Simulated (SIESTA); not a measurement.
## La in SIESTA: the effect of basis

La:

```
La
1.0
     3.75000    0.00000    0.00000
    -1.87500    3.24760    0.00000
     0.00000    0.00000    6.07000
La
2
Cartesian
  1.8750 1.0825 4.5525
  0.0000 2.1651 1.5175
```

This isn't the form of La at room conditions, which is double hcp.

Alike in all runs:

```yaml
Program: SIESTA 5.4.2
Task: band structure
Functional: PBEsol
Potentials_or_basis: PseudoDojo 0.4 standard (PBEsol files)
Grid_cutoff: 800 Ry
Energy_shift: 0.003 Ry
k_mesh: 8 × 8 × 5
Occupations: fermi-dirac, width 0.05 eV
Spin: no spin polarisation
```

| basis | pressure (GPa) |
| --- | --- |
| SZ | ? |
| SZP | 1.4 |
| DZ | 0.6 |
| DZP | 1.0 |
| TZP | 0.7 |
| TZDP | 0.7 |

Problem. What does the run with basis SZ give?

Solution. Pressure -1.2 GPa.

Caveats: the basis of atomic orbitals isn't converged, which shifts pressures, moduli and gaps; the basis has no polarisation orbitals (some runs).
